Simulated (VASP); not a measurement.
## A VASP 6.6.1 single-point calculation on Si

INCAR

```
NSW = 0
IBRION = -1
EDIFF = 1E-7
LREAL = .FALSE.
PREC = Accurate
ISIF = 2
GGA = PE
LASPH = .TRUE.
NELM = 98
NBANDS = 11
LCHARG = .FALSE.
SIGMA = 0.02
NELMIN = 8
LWAVE = .FALSE.
ISMEAR = -1
ENCUT = 520
```

KPOINTS

```
KPOINTS created by Atomic Simulation Environment
0
Gamma
8 8 8
0 0 0
```

POSCAR

```
Si
 1.0000000000000000
     0.0000000000000000    2.7493400846000000    2.7022135923000001
     2.7493400846000000    0.0000000000000000    2.7022135923000001
     2.7493400846000000    2.7493400846000000    0.0000000000000000
 Si
   2
Cartesian
  0.0000000000000000  0.0000000000000000  0.0000000000000000
  1.3746700423000000  1.3746700423000000  1.3511067961500001
```

The recommended PBE PAW datasets give the neutral cell 8 valence electrons.

Command

```
mpirun -np 1 vasp_std
```

Task: How does this run end, and what does it give?

Result: It converged. Results: gap between bands v and c on the k mesh 0.47 eV; least direct gap on the k mesh 2.44 eV; pressure 0.1 GPa. Band v is the last that the valence electrons fill when counted band by band, and c is the next.

OSZICAR

```
N       E                     dE             d eps       ncg     rms          rms(c)
DAV:   1     0.584344827296E+01    0.58434E+01   -0.32483E+03  1306   0.564E+02
DAV:   2    -0.104993412807E+02   -0.16343E+02   -0.15516E+02  1711   0.815E+01
DAV:   3    -0.110093049619E+02   -0.50996E+00   -0.50859E+00  1707   0.121E+01
DAV:   4    -0.110129343817E+02   -0.36294E-02   -0.36289E-02  1558   0.129E+00
DAV:   5    -0.110129713394E+02   -0.36958E-04   -0.36958E-04  1640   0.121E-01    0.476E+00
DAV:   6    -0.108962347600E+02    0.11674E+00   -0.65577E-02  1474   0.105E+00    0.290E+00
DAV:   7    -0.108421457880E+02    0.54089E-01   -0.12840E-01  1498   0.158E+00    0.168E-01
DAV:   8    -0.108434294381E+02   -0.12837E-02   -0.57460E-03  1490   0.407E-01    0.794E-02
DAV:   9    -0.108436434424E+02   -0.21400E-03   -0.20827E-04  1625   0.874E-02    0.582E-02
DAV:  10    -0.108436675595E+02   -0.24117E-04   -0.20564E-05  1546   0.263E-02    0.502E-03
DAV:  11    -0.108436682732E+02   -0.71364E-06   -0.20978E-06  1594   0.749E-03    0.311E-03
DAV:  12    -0.108436684071E+02   -0.13393E-06   -0.44323E-07  1481   0.416E-03    0.196E-03
DAV:  13    -0.108436684561E+02   -0.48967E-07   -0.41650E-09   939   0.448E-04
   1 F= -.10843668E+02 E0= -.10843668E+02  d E =-.241753E-07
```

For comparison, a separate PBE run of the intended cell, on usual settings and not on those above, gives a gap of 0.47 eV on its mesh and a pressure of 0.1 GPa.
